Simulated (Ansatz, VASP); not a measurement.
## One calculation of Li, two programs

```xyz
1
Lattice="-1.7663 1.7663 1.7663 1.7663 -1.7663 1.7663 1.7663 1.7663 -1.7663" Properties=species:S:1:pos:R:3 pbc="T T T"
Li    0.0000    0.0000    0.0000
```

Alike in both runs: task single point; functional revPBE; dispersion D3(BJ); k mesh 11 × 11 × 11; occupations fermi-dirac, width 0.05 eV; no spin polarisation.

|  | VASP | Ansatz |
| --- | --- | --- |
| version | VASP 6.6.1 | Ansatz 0.2.0 |
| potentials or method | VASP PAW PBE potentials, release 64 (Li_sv) | Ansatz PAW |
| plane-wave cutoff (eV) | 520 | 420 |
| valence electrons in the cell | 3 | 3 |

VASP gave:

```
gap on the k mesh at the Fermi level (eV) : none
dispersion energy (meV/atom)              : -303.9
```

Which values does Ansatz return?

gap on the k mesh at the Fermi level (eV): none; dispersion energy (meV/atom): -304.0.

A gap of «none» marks a metal or a gap that the smearing closes.
